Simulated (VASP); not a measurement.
Crystal: InP.

```
In P
1.0
     0.00000    2.93050    2.93050
     2.93050    0.00000    2.93050
     2.93050    2.93050    0.00000
In P
1 1
Cartesian
  0.0000 0.0000 0.0000
  4.3957 4.3957 4.3957
```

| Quantity | Value |
| --- | --- |
| Program | VASP 6.6.1 |
| Task | relaxation of cell and atoms |
| Functional | optPBE-vdW |
| Potentials or basis | VASP PAW PBE potentials, release 64 (In_d, P) |
| Cutoff | 600 eV |
| k mesh | 8 × 8 × 8 |
| Occupations | tetrahedron |
| Spin | no spin polarisation |

At the start: pressure 4.1 GPa; volume 25.17 Å³/atom.

How do energy, volume and symmetry change on relaxing?

Over 13 steps the energy falls by 19.5 meV/atom and the volume is 26.75 Å³/atom (+6.3 %); space group F-43m (No. 216, to 0.05 Å).

Step by step:
| step | energy change (eV) | largest force (eV/Å) | pressure (GPa) | volume (Å³) |
| --- | --- | --- | --- | --- |
| 1 | 0.0000 | 0.0000 | 4.09 | 50.33 |
| 2 | -0.0114 | 0.0000 | 3.37 | 50.82 |
| 3 | -0.0271 | 0.0000 | 2.14 | 51.73 |
| 4 | -0.0377 | 0.0000 | 0.68 | 52.92 |
| 5 | -0.0376 | 0.0000 | -0.72 | 54.24 |
| 6 | -0.0377 | 0.0000 | -0.70 | 54.21 |
| 7 | -0.0379 | 0.0000 | -0.65 | 54.16 |
| 8 | -0.0382 | 0.0000 | -0.58 | 54.09 |
| 9 | -0.0384 | 0.0000 | -0.49 | 54.00 |
| 10 | -0.0387 | 0.0000 | -0.38 | 53.89 |
| 11 | -0.0389 | 0.0000 | -0.25 | 53.77 |
| 12 | -0.0391 | 0.0000 | -0.12 | 53.65 |
| 13 | -0.0391 | 0.0000 | 0.04 | 53.50 |

Final structure:
```yaml
crystal:
  lattice:
    - [0.00000, 2.99072, 2.99072]
    - [2.99072, 0.00000, 2.99072]
    - [2.99072, 2.99072, 0.00000]
  atoms:
    - { symbol: In, position: [0.00000, 0.00000, 0.00000] }
    - { symbol: P, position: [0.75000, 0.75000, 0.75000] }
```

Caveat: the PAW data sets were made with another functional, which shifts forces and pressure a little.
